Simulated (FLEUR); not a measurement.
The system is Ti.

```
CELL_PARAMETERS angstrom
0.00000 2.03000 2.03000
2.03000 0.00000 2.03000
2.03000 2.03000 0.00000
ATOMIC_POSITIONS crystal
Ti 0.00000 0.00000 0.00000
```

This isn't the form of Ti at room conditions, which is hcp.

Program: FLEUR MaX-R8.1 (later development tree). Alike in all runs: task single point; potentials or basis all-electron, FLAPW; cell as given; k mesh 11 × 11 × 11. Hardware: 1 thread of Arm Neoverse N1, with other jobs on the host.

Task: Order these runs on this cell by their wall time, lowest first.
A. level Wu-Cohen GGA; spin collinear, ferromagnetic start; smearing fermi-dirac 0.02 eV; inpgen profile precise; gmax 25 1/bohr; lmax Ti 13; kmax 5 1/bohr
B. level RPBE; spin off; smearing fermi-dirac 0.05 eV; inpgen profile fastHighL; gmax 11.8 1/bohr; lmax Ti 10; kmax 3.8 1/bohr
C. level revPBE; spin collinear, random start; smearing gaussian 0.05 eV; inpgen profile fast; gmax 20 1/bohr; lmax Ti 7; kmax 4 1/bohr

Result: B (14 s), C (36 s), A (120 s).
